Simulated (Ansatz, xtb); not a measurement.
## C2H6O2: 3 structures ranked

3 gas-phase structures of C2H6O2, found in a search over its isomers (lower ones may exist). Each was relaxed with GFN2-xTB; where two conformers were screened, the lower at r2SCAN-D4/def2-SVP is listed:

A. `OCCO`, a singlet
B. `COCO`, a singlet
C. `CC(O)O`, a singlet

Q: Estimate their order in r2SCAN-D4/def2-SVP energy at these geometries, lowest first.

A: Calculated order at r2SCAN-D4/def2-SVP: C (0.0), A (12.7), B (14.1) kcal/mol.

Energies above the lowest of each column, in kcal/mol; the last columns are at B3LYP-D3(BJ)/def2-SVP geometries:

```
structure  GFN2-xTB  HF/STO-3G  r2SCAN-D4/def2-SVP  B3LYP-D3(BJ)/def2-SVP  CCSD(T)/def2-TZVP
        C       0.0        0.0                 0.0                    0.0                0.0
        A      11.2        9.2                12.7                   11.5               11.7
        B       6.6        2.2                14.1                   12.8               14.4
```

Every level run on C puts it lowest or level with the lowest. Some further structures that were screened fall inside this span and aren't listed. Flexible structures stand in one conformer each, not always the lowest.

Programs: Ansatz 0.2.0, xtb 6.7.1.
